The table follows GaSb in its zincblende structure from a squeezed cell at the top to a stretched one at the bottom, computed with PBE. Volumes are per atom, and a positive pressure means that the crystal pushes outward.

Zincblende GaSb computed with Ansatz 0.2.0 using PBE, PAW potentials and plane waves, in two-atom cells scaled uniformly from the r2SCAN geometry. The cutoff is 420 eV, the k mesh 8×8×8 and the Fermi–Dirac smearing 0.02 eV, without spin polarisation or spin–orbit coupling. Pressure is positive in compression.

| volume (Å³/atom) | shortest distance (Å) | pressure (GPa) |
| --- | --- | --- |
| 25.496 | 2.549 | 10.680 |
| 26.302 | 2.575 | 8.010 |
| 26.514 | 2.582 | 7.370 |
| 27.123 | 2.602 | 5.680 |
| 27.962 | 2.629 | 3.660 |
| 28.818 | 2.655 | 1.980 |
| 29.691 | 2.682 | 0.480 |
| 30.582 | 2.708 | -0.820 |
| 31.490 | 2.735 | -1.940 |
| 31.739 | 2.742 | -2.210 |
| 32.416 | 2.761 | -2.880 |

### 1. Is it harder to shorten the bonds or to lengthen them?

Shortening is harder. Starting from the row at 28.818 Å³, a cut of 4 % in every length raises the pressure by 8.70 GPa, while a stretch of 4 % lowers it by only 4.86 GPa. When Ga and Sb are pushed together, the repulsion between their overlapping electron clouds grows steeply. When they are pulled apart, that repulsion fades and the bonding attraction weakens as well, so the force gains little.

### 2. How much does the stiffness change from the top row to the bottom one?

The measure is the bulk modulus $B=-dP/d\ln V$, with $P$ the pressure and $V$ the volume. Taken between neighbouring rows, it falls from 86 GPa at the top to 32 GPa at the bottom. A crystal with the constant modulus found at zero pressure, 45 GPa, would reach only 7.3 GPa in the smallest cell, where the table has 10.68 GPa. For strong compression, a single elastic constant is therefore a poor guide.

### 3. How does the band gap change from the top row to the one at 27.962 Å³?

The direct gap at Γ, the centre of the Brillouin zone, shrinks from 0.89 to 0.20 eV over these five rows. It follows $\ln V$ almost linearly, with a slope of −7.5 eV, so 1 % less volume opens it by about 0.075 eV. In the first three rows the lowest empty level lies at L, on the zone boundary, so the smallest gap there is indirect, and it shrinks more slowly. The empty level at Γ is an antibonding combination of s orbitals, which drops when the atoms move apart. The filled levels are three bonding p combinations, which are expected to lose part of their stabilisation. The runs fix only the difference between the two kinds of level, not how far each moves on its own.

### 4. Why does the stiffness drop so fast between 27.962 and 28.818 Å³?

Here the modulus falls by 11 GPa, against 8 GPa in the step before, which spans somewhat less volume, and 5 GPa in the step after. Rounding of the pressures leaves each of these drops uncertain by a few tenths of a GPa. The clearest sign of a break is that the fall halves between the last two of these steps, which are almost equally wide. The occupations show what has changed: at 28.818 Å³ the s level has slipped just below the p levels and taken up electrons. In the larger cells it is full, and the p levels are left partly empty.

The effect on the pressure can be estimated. Two electrons move at Γ, which carries a weight of 1/512 in the k mesh. Their energy changes by $2\Delta/512$, where $\Delta$ is the s level minus the p level. If the slope from question 3, $d\Delta/d\ln V=-7.48$ eV, carries on past the crossing, the added pressure in the 59.4 Å³ cell of two atoms (the row at 29.691 Å³) is

$$\delta P=\frac{2}{512}\cdot\frac{7.48\ \text{eV}}{59.4\ \text{Å}^3}\approx 4.9\times10^{-4}\ \text{eV/Å}^3\approx 0.08\ \text{GPa}.$$

The s level favours a larger cell, so filling it pushes outward. The slope flattens a little with volume: at 28.818 Å³ the occupations put the s level 0.014 eV below the p levels, where the straight line gives 0.027 eV, so the estimate is probably slightly high. The estimate uses band gaps and no pressures, yet subtracting it, scaled to the electrons moved in each row, makes the three successive drops 8, 8 and 7 GPa. A Birch–Murnaghan curve, which lets the modulus grow with compression, was fitted to all eleven rows with and without this correction. The correction reduces its typical miss from 0.015 to 0.006 GPa.

### 5. Would real GaSb show this kink?

Not near this volume, because real GaSb keeps a gap of roughly 0.7 to 0.8 eV at ambient pressure. Judging by the slope in question 3, the crystal would have to gain roughly 10 % in volume before that gap closed. The lost gap is a known failure of PBE. Spin–orbit coupling is missing too, but it would raise the top of the filled levels and narrow the gap further. Even within PBE, the kink is probably for the most part a product of the coarse mesh. One point at Γ stands for a whole patch of the zone, so the electrons switch as if the order of the levels had changed throughout it, whereas at first it changes only very close to Γ. A denser mesh should therefore shrink the step strongly, which no run here tests.

### 6. Why is the pressure at 28.818 Å³ not zero?

That cell was optimised with another functional, r2SCAN. PBE prefers longer bonds, and the 1.98 GPa is its push towards them, with no outside load implied. The fitted curve reaches zero at a cubic edge of 6.21 Å, 1.3 % longer than in the r2SCAN cell. The last four rows lie beyond this point, so their negative pressures mean that the crystal pulls inward.

### 7. Which digits can be trusted?

As a statement about this calculation, the first decimal is nearly safe. Pressures derived from energy differences agree with the mean of the two neighbouring tabulated pressures within about 0.04 GPa, much of which is expected simply from averaging two end points on a curved line, and the level crossing adds up to 0.08 GPa. This agreement shows that stresses and energies are consistent, but a higher cutoff or a denser mesh could still move the values. As a statement about GaSb, even the leading digit is in doubt near zero pressure, since the choice of functional alone shifts the result by about 2 GPa.

The top three rows carry a further reservation. Real GaSb leaves the zincblende structure at roughly 7 GPa. The computed pressures of these rows lie above that, so they may describe a crystal held in a form it would have given up. For the second and third rows the excess is smaller than the shift between functionals found at 28.818 Å³. The top row exceeds 7 GPa by nearly twice that shift and so probably lies beyond the transition, although the shift may be larger under compression. The output below lists the moduli and both fits.

The analysis program printed:

```
Interval from the row above to this row, GPa:
     row  mean pressure  pressure from energies  bulk modulus  modulus without switch
  26.302          9.345                   9.303         85.79                   85.79
  26.514           7.69                   7.671         79.72                   79.72
  27.123          6.525                   6.524         74.42                   74.42
  27.962           4.67                    4.64         66.31                   66.31
  28.818           2.82                   2.779         55.71                   57.97
  29.691           1.23                    1.22         50.26                   50.62
  30.582          -0.17                 -0.1978         43.97                   43.89
   31.49          -1.38                  -1.394         38.28                    38.2
  31.739         -2.075                  -2.059         34.28                   34.21
  32.416         -2.545                  -2.556         31.74                   31.67
fit of pressure on 11 rows: coefficient of 1.5*((s/vol)**(7/3) - (s/vol)**(5/3)) 44.53 +/- 0.11, coefficient of 1.125*((s/vol)**(7/3) - (s/vol)**(5/3))*((s/vol)**(2/3) - 1) 34.3 +/- 1.6, s 29.99; rms 0.0146, worst 27.962 0.0293, leave-one-out rms 0.0189
fit of pc on 11 rows: coefficient of 1.5*((s/vol)**(7/3) - (s/vol)**(5/3)) 45.19 +/- 0.042, coefficient of 1.125*((s/vol)**(7/3) - (s/vol)**(5/3))*((s/vol)**(2/3) - 1) 34.21 +/- 0.61, s 29.95; rms 0.00571, worst 32.416 -0.011, leave-one-out rms 0.0101
Pressure rise when the r2SCAN cell is shortened by 4 percent, GPa: 8.7
Pressure fall when the r2SCAN cell is lengthened by 4 percent, GPa: 4.86
PBE cubic edge at zero pressure, switch removed, Å: 6.211
Excess of that edge over the r2SCAN cell, percent: 1.293
Pressure derivative of the bulk modulus, switch removed: 4.757
Constant-modulus pressure at the smallest volume, GPa: 7.275
Largest difference of energy route and mean pressure, GPa: 0.04204
Slope of direct gap at Gamma against ln V, eV: -7.482
Largest miss of that straight line in the five gapped rows, eV: 0.003046
Rise of direct gap for 1 percent less volume, eV: 0.07482
Slope of gap to L against ln V, eV: -2.311
Signed direct gap at 28.818 extrapolated from the gapped rows, eV: -0.02725
Signed direct gap at 28.818 from occupations, eV: -0.01399
Largest pressure added by the switch, GPa: 0.07885
Shift of zero-pressure volume by the switch, Å³/atom: 0.04167
```
